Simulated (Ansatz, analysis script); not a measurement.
# Free-standing square V monolayer, spacing 3.002 Å: spin spirals and exchange, part 2 of 2

Aim: the energy of a free-standing square V monolayer, spacing 3.002 Å as its moments wind into spirals of wavevector q.

Ansatz 0.2.0; LDA, PAW set soft_1 (files made for PBE).

So far. Step 6 (q = (0, 0.2, 0)): The energy of the cell lies 43.4 meV below that at q = 0, and the largest moment is 2.94 μB against 2.89 μB.

### 7. q = (0.2, 0.2, 0)

Level of this step: Ansatz DFT, spin spiral by the generalised Bloch theorem, no spin-orbit coupling; LDA, PAW set soft_1; PAW set soft_1 (Ansatz).

Contents of input.yaml:

```yaml
crystal:
  lattice:
    - [3.002, 0.0, 0.0]
    - [0.0, 3.002, 0.0]
    - [0.0, 0.0, 14.0]
  atoms:
    - { symbol: V, position: [0.0, 0.0, 0.5], spin: 2.88, spin_axis: [1.0, 0.0, 0.0] }
kpoints:
  mp_grid: { grid: [20, 20, 1] }
hamiltonian:
  xc: lda
  pseudopotentials: { kind: paw, azcp: { folder: soft_1 }, xc_functional: pbe }
scf:
  occupations: { method: fermi_dirac, width: 0.1 }
  max_iter: 120
  convergence: { dr2_threshold: 1.0e-08 }
  lower_state_search: "off"
basis:
  ecutwfc: 420.0
magnetization:
  noncollinear: true
  spin_spiral: { q: [0.2, 0.2, 0.0] }
checkpoint:
  read: start
```

Run with:

```bash
> ansatz run input.yaml --threads 1 --pin off --max-ram 2048MiB --backend cpu --events-out ev --progress --plain --runs-dir out
```

Numbers of over 12 decimals in the logs are rounded to 6 here.

The program printed:

```text
[...]
Crystal: 1 atoms, lattice volume = 126.168 Å³
Basis set: ecut = 420 eV, 2407 PW (Γ)
Bands: 22, of which v1, the nominal top of the filled ones, is band 13 counted from 1 (12 counted from 0)
Symmetry: 4 space group operations
k-points: 111 of 400
[...]
SCF iter   8: F=-2856.528453 eV  HF=-2856.528453 eV  |F-HF|=3.91e-9  |Δ(HF+E_count)|=   1.51e-8  Δρ=3.53e-6  dr2=9.17e-9  dr2_m=3.40e-9  ethr=7.69e-11  |M|=3.46e0 ∫|m|=3.56e0 μB  |m|>n=1.2e-2 m-floor=0.0e0 τ_xc=2.4e-17  ⟨swp⟩=1.3  Hψ=6009  notcnv=0
SCF 1 converged in 8 iterations: F = -2856.528453 eV  dr2 = 9.17e-9
[...]
SCF converged after 8 iterations
Magnetization: |M| = 3.4616 μB,  M = (+3.4616, -0.0000, +0.0000) μB
Absolute magnetization: 3.5552 μB (∫|m|, with the PAW one-centre terms)
  site 0: m = (+2.9350, -0.0000, +0.0000) μB, |m| = 2.9350 μB  (R = 1.24 Å)
Free energy (F): -2856.528453 eV
[...]
Internal energy: -2856.427412 eV  (E = F + TS)
E sigma→0 (E₀):  -2856.477933 eV
Entropy (-TS):   -0.101041 eV (-101.041 meV/atom)
Fermi energy:    -1.864045 eV
[...]
```

Run time: 41 s. Hardware: 1 thread of Arm Neoverse V2, shared host; peak memory 0.82 GiB.

The energy of the cell lies 60.1 meV below that at q = 0, and the largest moment is 2.93 μB against 2.89 μB.

### 8. q = (0.5, 0.5, 0)

input.yaml, as its differences from that of step 7:

```diff
@@ -21,3 +21,3 @@
   noncollinear: true
-  spin_spiral: { q: [0.2, 0.2, 0.0] }
+  spin_spiral: { q: [0.5, 0.5, 0.0] }
 checkpoint:
```

The program printed:

```text
[...]
Crystal: 1 atoms, lattice volume = 126.168 Å³
Basis set: ecut = 420 eV, 2407 PW (Γ)
Bands: 22, of which v1, the nominal top of the filled ones, is band 13 counted from 1 (12 counted from 0)
Symmetry: 4 space group operations
k-points: 111 of 400
[...]
SCF iter   9: F=-2856.447712 eV  HF=-2856.447712 eV  |F-HF|=3.29e-10  |Δ(HF+E_count)|=   1.08e-7  Δρ=3.06e-6  dr2=4.04e-9  dr2_m=3.31e-9  ethr=7.69e-11  |M|=2.30e0 ∫|m|=2.89e0 μB  |m|>n=9.1e-3 m-floor=0.0e0 τ_xc=3.0e-17  ⟨swp⟩=2.0  Hψ=6980  notcnv=0
SCF 1 converged in 9 iterations: F = -2856.447712 eV  dr2 = 4.04e-9
[...]
SCF converged after 9 iterations
Magnetization: |M| = 2.2990 μB,  M = (+2.2990, -0.0000, +0.0000) μB
Absolute magnetization: 2.8895 μB (∫|m|, with the PAW one-centre terms)
  site 0: m = (+2.6317, -0.0000, +0.0000) μB, |m| = 2.6317 μB  (R = 1.24 Å)
Free energy (F): -2856.447712 eV
[...]
Internal energy: -2856.282096 eV  (E = F + TS)
E sigma→0 (E₀):  -2856.364904 eV
Entropy (-TS):   -0.165616 eV (-165.616 meV/atom)
Fermi energy:    -1.898309 eV
[...]
```

It took 48 s on 1 thread; peak memory 0.85 GiB.

The energy of the cell lies 20.7 meV above that at q = 0, and the largest moment is 2.63 μB against 2.89 μB.

8 more runs differ from these in the same keys alone and are tabled below.

### 9. Analysis

| q (reciprocal lattice) | path length (1/Å) | E(q) − E(0) (meV a magnetic atom) | \|m\| V no. 1 (μB) |
| --- | --- | --- | --- |
| (0, 0, 0) | 0.000 | 0.00 | 2.89 |
| (0, 0.1, 0) | 0.209 | -14.84 | 2.91 |
| (0, 0.2, 0) | 0.419 | -43.39 | 2.94 |
| (0, 0.4, 0) | 0.837 | -83.02 | 2.92 |
| (0, 0.5, 0) | 1.046 | -88.09 | 2.91 |
| (0.1, 0.5, 0) | 1.256 | -84.31 | 2.89 |
| (0.2, 0.5, 0) | 1.465 | -70.68 | 2.83 |
| (0.4, 0.5, 0) | 1.884 | 1.97 | 2.67 |
| (0.5, 0.5, 0) | 2.093 | 20.67 | 2.63 |
| (0.4, 0.4, 0) | 2.389 | -14.99 | 2.70 |
| (0.3, 0.3, 0) | 2.685 | -65.20 | 2.83 |
| (0.2, 0.2, 0) | 2.981 | -60.07 | 2.93 |
| (0.1, 0.1, 0) | 3.277 | -24.35 | 2.93 |
| (0, 0, 0) | 3.573 | 0.00 | 2.89 |

### 10. A spin model

For rigid moments E(q) is a sum of cosines over neighbour shells, so a fit gives the couplings, and from them an ordering temperature.

E = −Σ J e·e over ordered pairs (each pair twice, J > 0 for parallel moments) is fitted to 12 points (copies by symmetry counted).

The fitted shells:

| pair | distance (Å) | neighbours a magnetic atom | J (meV) |
| --- | --- | --- | --- |
| V-V | 3.002 | 4 | 1.142 |
| V-V | 4.245 | 4 | -12.11 |
| V-V | 6.004 | 4 | -3.926 |
| V-V | 6.713 | 8 | 0.6939 |
| V-V | 8.491 | 4 | -0.4535 |

This step gave:

```yaml
r_m_s_miss_of_the_fit: 1.418 meV
ordering_temperature_mean_field: 239.1 K
wavevector_of_the_mean_field_order: 0, 0.5, 0 reciprocal lattice
```

### 11. What came out

```
lowest point of the path : q = (0, 0.5, 0), -88.1 meV a magnetic atom from q = 0
highest point            : 20.7 meV a magnetic atom
J of the nearest shell   : 1.14 meV
mean-field temperature   : 239 K
```

**Reading.** The state at q = (0, 0.5, 0) lies 88.1 meV a magnetic atom below the ferromagnetic start, so that start is not the lowest state; a flat spiral with q made of halves, on one magnetic atom a cell, is a collinear order of a doubled cell. The moments change by at most 9 % from their size at q = 0, a modest change. The fit misses by 1.3 % of the energy range, so the shells describe the path well, though few points can't fix distant couplings. In a sheet or chain isotropic couplings alone give no order above 0 K (Mermin and Wagner), so the mean-field number is only an energy scale. The temperatures are those of classical unit spins, and mean field runs high. The 13 spiral runs took 12 min of wall time, added up. Energies are free energies at a smearing of 0.1 eV, and with partly filled levels differences shift, at times strongly, as the smearing goes to zero. The cell was taken as built, with atoms unrelaxed. In doubt: the program's search for lower states was switched off, so a lower magnetic state than those reached may exist.

[Logs and program files are shortened in this print: banners, set-up blocks, solver, clock and traceback lines can be left out without a mark of their own.]

[Logs are printed without paths, hosts, clocks, repeated set-up lines and the standing remarks that a program may print on its own settings, such as how far it seeks lower states.]

[Hosts, paths, dates, database ids (printed as entryN), source tags and the programs' standing remarks are cut or masked in the printed files.]
